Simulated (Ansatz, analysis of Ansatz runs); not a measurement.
## How large a cell does a hop of O in KTaO3 (Pm-3m) need?

How far must a hopping O in KTaO3 (Pm-3m) stand from its periodic copies before the barrier settles? The case: V_O hop (2.8 Å), charge +2; the series starts with a cell of 20 host atoms with 1 O taken out.

Method: plane-wave PAW DFT, PBEsol; nudged elastic band between two relaxed defect structures at fixed charge in a uniform background, in Ansatz 0.2.0.

## (1) Set-up

The cell holds 19 atoms: 4 K, 4 Ta and 11 O. Its edges and angles: a = 6.903 Å, b = 6.903 Å, c = 6.903 Å, α = 109.5°, β = 109.5°, γ = 109.5°. It derives from KTaO3 (space group Pm-3m). Nearest the centre at fractional (0.750, 0.375, 0.375): O14 at 1.37 Å, Ta6 at 1.50 Å, O16 at 2.39 Å, O17 at 2.41 Å, K3 at 2.44 Å, K4 at 2.46 Å, O13 at 3.11 Å, O12 at 3.12 Å. The cell carries charge +2.

The cell's shortest repeat is 6.9 Å.

## (2) The band in the smallest cell

In each cell both ends are relaxed first and a climbing-image band joins them. Strain fields of neighbouring copies, and their charges if any, can act otherwise on the top of the path than on its ends, so the barrier may drift with size.

The input, qp2_c20k1s.neb/input.yaml:

```yaml
crystal:
  lattice:
    - [-3.98561695, 3.98561695, 3.98561695]
    - [3.98561695, -3.98561695, 3.98561695]
    - [3.98561695, 3.98561695, -3.98561695]
  atoms:
    - { symbol: K, position: [0.00049409, 0.00266489, 0.50182752] }
    - { symbol: K, position: [0.0004652, 0.5007801, -6.321e-05] }
    - { symbol: K, position: [0.49858593, -0.00109052, -7.435e-05] }
    - { symbol: K, position: [0.49858724, 0.50077406, 0.50181625] }
    - { symbol: Ta, position: [-0.00046859, 0.00080777, 0.00090047] }
    - { symbol: Ta, position: [0.01589581, 0.50079776, 0.51725271] }
    - { symbol: Ta, position: [0.49953391, 0.00077888, 0.50087064] }
    - { symbol: Ta, position: [0.48317626, 0.50078277, -0.01547777] }
    - { symbol: O, position: [0.24953166, 0.00077812, 0.25086851] }
    - { symbol: O, position: [0.24951768, 0.50076865, 0.75088073] }
    - { symbol: O, position: [0.74954549, 0.00081142, 0.75089181] }
    - { symbol: O, position: [0.25648502, 0.25558916, 0.00305052] }
    - { symbol: O, position: [0.24260419, 0.74599762, 0.49873392] }
    - { symbol: O, position: [0.75216786, 0.25557568, 0.49871453] }
    - { symbol: O, position: [0.74689006, 0.74600926, 0.00303083] }
    - { symbol: O, position: [-0.00261458, 0.25557831, 0.25352044] }
    - { symbol: O, position: [-0.00262016, 0.74599722, 0.7439303] }
    - { symbol: O, position: [0.5016766, 0.2555752, 0.75780305] }
    - { symbol: O, position: [0.50170276, 0.74599704, 0.24825812] }
total_charge: 2
basis:
  ecutwfc: 420
  xc_grid: 2
hamiltonian:
  xc: pbesol
kpoints:
  mp_grid: { grid: [1, 1, 1], shift: [0.25, 0.25, 0.25] }
scf:
  occupations: { method: fixed }
  max_iter: 100
output:
  forces: true
neb:
  images: 3
  f_tol: 0.04
  climbing: true
  initial_path: idpp
  max_iterations: 45
  order_check: false
  final_atoms:
    - { symbol: K, position: [-0.0021167, -0.00141074, 0.49956406] }
    - { symbol: K, position: [-0.00213299, 0.50044358, 0.00143413] }
    - { symbol: K, position: [0.49599409, -0.00142624, -0.00227707] }
    - { symbol: K, position: [0.49598645, 0.50040352, 0.49958424] }
    - { symbol: Ta, position: [-0.00307166, -0.00050698, -0.00045289] }
    - { symbol: Ta, position: [0.01330811, 0.51585861, 0.49958073] }
    - { symbol: Ta, position: [0.48057733, -0.01685521, 0.4995704] }
    - { symbol: Ta, position: [0.496959, 0.49950693, -0.00039949] }
    - { symbol: O, position: [0.25390547, 0.00167608, 0.25437044] }
    - { symbol: O, position: [0.23998218, 0.49734074, 0.74478418] }
    - { symbol: O, position: [0.74430695, 0.00165266, 0.74477808] }
    - { symbol: O, position: [0.24694114, 0.2495047, -0.00042797] }
    - { symbol: O, position: [0.24694051, 0.74952126, 0.49959045] }
    - { symbol: O, position: [0.74957481, 0.49735445, 0.25437517] }
    - { symbol: O, position: [0.74694848, 0.74951339, -0.00041437] }
    - { symbol: O, position: [-0.00522563, 0.25214525, 0.25436805] }
    - { symbol: O, position: [-0.00522093, 0.74255801, 0.74479142] }
    - { symbol: O, position: [0.49912064, 0.24688246, 0.74479346] }
    - { symbol: O, position: [0.49909432, 0.7564492, 0.25436593] }
```

Run with:

```bash
> ansatz run input.yaml --threads 8 --pin off --max-ram 14131MiB --backend cpu --events-out ev --progress --plain --runs-dir out
```

Numbers of over 12 decimals in the logs are rounded to 6 here.

The program printed:

```text
[... repeated set-up lines and file paths are left out, and long positions are rounded to six places ...]
Warning: neb: disabling space-group detection — the band's intermediate images generally break the endpoint symmetry, so the full k-mesh is solved, and no spatial operation symmetrises the density, except that a semilocal band can use its path's symmetry [...]
Engine: ansatz 0.2.0, aarch64-unknown-linux-gnu
Pseudopotentials: kind: paw
Pseudopotential: K, paw, valence charge 9, recommended cutoff 420 eV (normal), K.paw.azcp
Pseudopotential: Ta, paw, valence charge 13, recommended cutoff 420 eV (normal), Ta.paw.azcp
Pseudopotential: O, paw, valence charge 6, recommended cutoff 420 eV (normal), O.paw.azcp
Functional definition: PBEsol
  exchange = pbesol_x
  correlation = pbesol_c
parallel-image band execution: 3 concurrent image workers
NEB image 0
Crystal: 19 atoms, lattice volume = 253.248 Å³
Basis set: ecut = 420 eV, 4921 PW (Γ), exchange–correlation on 96×96×96 points (8 copies of the dense FFT grid, shifted against one another)
Bands: 95, of which v1, the nominal top of the filled ones, is band 76 counted from 1 (75 counted from 0)
Symmetry: 1 space group operations
k-points: 1
Non-local potential: K, projectors of the file, l = 0: 3, l = 1: 2, l = 2: 2
Non-local potential: Ta, projectors of the file, l = 0: 3, l = 1: 2, l = 2: 2, l = 3: 1
Non-local potential: O, projectors of the file, l = 0: 2, l = 1: 2, l = 2: 1
PAW form: soft (Blöchl's): semilocal exchange-correlation on the pseudo side does not see the compensation charge
PAW frozen core: K, regenerated for the run's functional, and the local potential with it (the file was generated under x = pbe(κ = 0.804, μ = 0.219515), c = pbe(β = 0.066725))
PAW frozen core: Ta, regenerated for the run's functional, and the local potential with it (the file was generated under x = pbe(κ = 0.804, μ = 0.219515), c = pbe(β = 0.066725))
PAW frozen core: O, regenerated for the run's functional, and the local potential with it (the file was generated under x = pbe(κ = 0.804, μ = 0.219515), c = pbe(β = 0.066725))
PAW one-centre angular grid: K, 110 points (default); XC on 64 Gauss nodes
PAW one-centre angular grid: Ta, 590 points (default); XC on 64 Gauss nodes
PAW one-centre angular grid: O, 110 points (default); XC on 64 Gauss nodes
Initial density: superposition of atomic densities (neutral atoms scaled as one to the charged cell's electrons: chi_scale 0, normalization atom), corrected by the library's trained network
Initial wavefunctions: pseudopotential atomic-orbital guess
Functional: x = pbesol(κ = 0.804, μ = 0.123457), c = pbesol(β = 0.046)
SCF iter   1: F=—  HF=-51504.112427 eV  |F-HF|=—  |Δ(HF+E_count)|=         —  Δρ=1.93e-2  dr2=2.10e0  ethr=1.77e-3  ⟨swp⟩=5.0  Hψ=318  notcnv=0  defer=16
[...]
E_ewald      = -10709.963410
  E_core_change = 1.674294  (= ΣΔE_core)
  E_smearing   = -0.000000  (= −TS)
  E_closure    = -0.000000  (closes the sum)
  E_deformation_potential = 36.751248  (in the stress; not in F)
  Σ components = -51501.830725   (vs F -51501.830725, Δ=0.00e0)
--- Forces (eV/Å), atoms counted from 1 ---
  atom   1  K      0.00002746     0.00505565     0.00156307
  atom   2  K      0.00003450     0.00160536     0.00506247
  atom   3  K      0.00664447    -0.00691191    -0.00693210
  atom   4  K     -0.00334075    -0.00357263    -0.00354732
  atom   5  Ta     0.00249911     0.01892869     0.01897960
  atom   6  Ta    -0.01761739     0.01887573     0.01906976
  atom   7  Ta     0.00438206    -0.02386789    -0.01995017
  atom   8  Ta     0.00473628    -0.01986910    -0.02393116
[...]
atom  16  O      0.00336950     0.00180502     0.00178274
  atom  17  O     -0.00074916    -0.01125250    -0.01128504
  atom  18  O     -0.01308969    -0.00359907     0.00241923
  atom  19  O     -0.01313928     0.00239808    -0.00359836
  max |Σ_I F_I| component: 7.22e-6 eV/Å
--- Band table (eV) ---
  k-point 0: bands = ["-59.2389", "-59.2389", "-58.8083", "-58.7039", [... 87 left out ...] "16.3621", "17.0126", "17.0777", "17.4248"]
this run last wrote the band of iteration 8 to <dir>
--- NEB band (5 images, 8 band iterations, 228 SCF iterations) ---
  forward barrier  = 1.527279 eV
  backward barrier = 1.527278 eV
  climbing image's point = of an order that was not read
  energies are F+E_penalty+E_count in eV, relative to image 0
  image     s (Å)  Δ vs image 0  max|band force component| (eV/Å)
      0    0.0000      0.000000                                 —
      1    0.7282      0.952348                          3.394e-2
  *   2    1.4563      1.527279                          3.834e-2
      3    2.1844      0.952257                          3.387e-2
      4    2.9126      0.000000                                 —
  climbing-image geometry (image 2):
  cell:  # Å, volume = 253.2484 Å³
    - [-3.98561695, 3.98561695, 3.98561695]
    - [3.98561695, -3.98561695, 3.98561695]
    - [3.98561695, 3.98561695, -3.98561695]
  atoms:
    - { symbol: K, position: [-0.004369, -0.001172, 0.498828] }
    - { symbol: K, position: [-0.004369, 0.498745, -0.001090] }
    - { symbol: K, position: [0.504181, -0.010634, -0.010552] }
    - { symbol: K, position: [0.503488, 0.516508, 0.516590] }
    - { symbol: Ta, position: [0.018648, 0.010574, 0.010656] }
    - { symbol: Ta, position: [0.023696, 0.513161, 0.513244] }
    - { symbol: Ta, position: [0.484256, -0.014426, 0.500683] }
    - { symbol: Ta, position: [0.484256, 0.500600, -0.014344] }
    - { symbol: O, position: [0.257144, 0.004457, 0.255467] }
    - { symbol: O, position: [0.225615, 0.474715, 0.752198] }
    - { symbol: O, position: [0.746622, 0.004117, 0.744265] }
    - { symbol: O, position: [0.257144, 0.255384, 0.004539] }
    - { symbol: O, position: [0.225615, 0.752115, 0.474797] }
    - { symbol: O, position: [0.704302, 0.353314, 0.353396] }
    - { symbol: O, position: [0.746621, 0.744182, 0.004200] }
    - { symbol: O, position: [0.020238, 0.261488, 0.261570] }
    - { symbol: O, position: [0.021439, 0.761393, 0.761475] }
    - { symbol: O, position: [0.500994, 0.251385, 0.751967] }
    - { symbol: O, position: [0.500995, 0.751885, 0.251467] }
[key lines of the parts left out:]
SCF converged after 7 iterations
Free energy (F): -51501.830725 eV
Fermi energy:    8.104896 eV
```

Elapsed: 32 s, on 8 threads of Arm Neoverse N1, shared host; peak memory 0.93 GiB.

In the SCF lines HF is the Harris–Foulkes energy and dr2 the Hartree energy of the density residual, in eV; the loop may stop once dr2 is under the threshold and the program's other checks hold. Hψ counts applications of the Hamiltonian.

Images along the path:

```
image  path (Å)  energy (eV)     O14: x, y, z (Å)
    0     0.000       0.0000  0.008, 3.967, 2.029
    1     0.728       0.9523  0.010, 3.358, 2.342
    2     1.456       1.5273  0.010, 2.807, 2.807
    3     2.184       0.9523  0.010, 2.337, 3.352
    4     2.913       0.0000  0.009, 2.019, 3.956
```

## (3) The series

The other cells are run alike, on 8 threads of Arm Neoverse N1, shared host.

```
host atoms  shortest repeat (Å)                k-points  forward (eV)  backward (eV)  hop length (Å)  iterations  time of the band  peak memory (GiB)
        20                  6.9  one point at (¼, ¼, ¼)         1.527          1.527            2.74           8              32 s                0.9
        40                  8.0  one point at (¼, ¼, ¼)         0.879          0.879            2.60          13           3.2 min                2.0
        80                 11.3  one point at (¼, ¼, ¼)         0.729          0.729            2.61           8            11 min                6.1
```

Energies along each band (eV from the start):

```
host atoms                k-points                           energies
        20  one point at (¼, ¼, ¼)  0.000, 0.952, 1.527, 0.952, 0.000
        40  one point at (¼, ¼, ¼)  0.000, 0.452, 0.879, 0.451, 0.000
        80  one point at (¼, ¼, ¼)  0.000, 0.383, 0.729, 0.383, 0.000
```

## (4) What came out

| Property | Result |
| --- | --- |
| barrier, 20 atoms, one point at (¼, ¼, ¼) | 1.527 eV |
| barrier, 40 atoms, one point at (¼, ¼, ¼) | 0.879 eV |
| barrier, 80 atoms, one point at (¼, ¼, ¼) | 0.729 eV |

**Reading.** The largest cell gives a barrier of 0.73 eV and the first set-up 1.53 eV; over the series the values spread by 0.80 eV. The last two differ by 0.150 eV, so the series has not settled. One k-point samples cells of unlike shape differently, so the spread mixes size with sampling. The time of one iteration grows about as the number of atoms to the power 2.2, on shared hosts. No image-charge correction is applied. The order of the top as a saddle was not checked for all atoms, so a bent path could be lower. Limits: one k-point off the zone centre stands for the whole zone; spin–orbit coupling, which can matter with heavy atoms, is left out.

[Logs are printed without paths, hosts, clocks, repeated set-up lines and the standing remarks that a program may print on its own settings, such as how far it seeks lower states.]

[Hosts, paths, dates, database ids (printed as entryN), source tags and the programs' standing remarks are cut or masked in the printed files.]
